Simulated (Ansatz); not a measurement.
# What a change of settings does: Pd (omega type)

First run: DFT, PBE, all-electron PAW with datasets made for the crystal, scalar-relativistic (Ansatz 0.2.0).

Command: `ansatz run input.yaml --threads 1 --pin off --max-ram 3072MiB --backend cpu --events-out ev --progress --plain --runs-dir out` It took 27 s on 1 thread of Arm Neoverse V2, with other jobs on the host, peak memory 0.77 GiB.

```yaml
crystal:
  lattice:
    - [3.3231582645, 0.0, 0.0]
    - [-1.6615791323, 2.8779394779, 0.0]
    - [0.0, 0.0, 1.9697503203]
  atoms:
    - { symbol: Pd, position: [0.0, 0.0, 0.0] }
    - { symbol: Pd, position: [0.3333333333, 0.6666666667, 0.5] }
    - { symbol: Pd, position: [0.6666666667, 0.3333333333, 0.5] }
kpoints:
  mp_grid: { grid: [9, 9, 12] }
scf:
  occupations: { method: fermi_dirac, width: 0.1 }
hamiltonian:
  xc: pbe
  pseudopotentials: { kind: all_electron, datasets: crystal }
output:
  forces: true
  stress: true
  eigenvalues: true
```

The cell comes from a relaxation on PAW files under the same functional, begun from a prototype that needn't be the stable phase.

This run: volume at 0.4 of the series' base cell.

It converges in 10 SCF iterations at a pressure of 1490 GPa.

A second input differs as follows:

```diff
   occupations: { method: fermi_dirac, width: 0.1 }
+  mixing: { algorithm: anderson, beta: 1.0, ndim: 1, preconditioner: none }
+  max_iter: 60
 hamiltonian:
```

Question: What is wrong with it, and what does the program do?

Answer: The change was made to test mixing far too strong. The run stops unconverged after 24 iterations. The log ends:
```
SCF iter   6: F=—  HF=-412059.067395 eV  |F-HF|=—  |Δ(HF+E_count)|=    1.59e2  Δρ=1.84e0  dr2=7.23e2  ethr=4.05e-4  ⟨swp⟩=6.0  Hψ=12478  notcnv=0  defer=7
the run starts again with another attempt (closed shells among the bands, smaller spheres; spheres solved at energies with 0.5 times the usual spacing; recipe 27d267ffc0c7.33; cutoff 640.0 eV, the density's 2560.0 eV; 39 passes left). Why: the norm of a band or of a sum of bands, with what the atoms' spheres take of it, is -3.244, and has to be over 0.02 (hamiltonian.pseudopotentials.dataset_attempts: first makes no other)
iter 1 solved again at ethr=9.54e-4 eV; its pass at ethr=1.00e-1 eV (dr2=5.15e-1 eV) is discarded
SCF iter   1: F=—  HF=-411865.163823 eV  |F-HF|=—  |Δ(HF+E_count)|=         —  Δρ=8.96e-2  dr2=3.94e-1  ethr=9.54e-4  ⟨swp⟩=4.9  Hψ=16208  notcnv=0
SCF iter   2: F=—  HF=-411865.399755 eV  |F-HF|=—  |Δ(HF+E_count)|=   2.36e-1  Δρ=3.41e-2  dr2=2.19e-1  ethr=7.29e-4  ⟨swp⟩=3.4  Hψ=7106  notcnv=0
SCF iter   3: F=—  HF=-411865.719770 eV  |F-HF|=—  |Δ(HF+E_count)|=   3.20e-1  Δρ=9.00e-2  dr2=1.66e0  ethr=4.05e-4  ⟨swp⟩=3.7  Hψ=7957  notcnv=0
SCF iter   4: F=—  HF=-411868.871868 eV  |F-HF|=—  |Δ(HF+E_count)|=    3.15e0  Δρ=2.98e-1  dr2=1.90e1  ethr=4.05e-4  ⟨swp⟩=4.0  Hψ=9212  notcnv=0
SCF iter   5: F=—  HF=-411899.735251 eV  |F-HF|=—  |Δ(HF+E_count)|=    3.09e1  Δρ=7.84e-1  dr2=1.23e2  ethr=4.05e-4  ⟨swp⟩=4.4  Hψ=10713  notcnv=0  defer=1
SCF iter   6: F=—  HF=-412059.067302 eV  |F-HF|=—  |Δ(HF+E_count)|=    1.59e2  Δρ=1.84e0  dr2=7.23e2  ethr=4.05e-4  ⟨swp⟩=6.0  Hψ=12478  notcnv=0  defer=7
Error: the norm of a band or of a sum of bands, with what the atoms' spheres take of it, is -834.416, and has to be over 0.02; with hamiltonian.pseudopotentials.dataset_attempts: first (leave it out) a run has one attempt alone, as have the first cell under checkpoint.read, a study of thermal expansion and a cell behind the run's first close except in relaxations and dynamics; check the atoms' distances and scf.occupations, raise scf.max_iter, set a smaller hamiltonian.pseudopotentials.dataset_error (without dataset_recipe), or set another kind (and leave the keys of all_electron out)
```
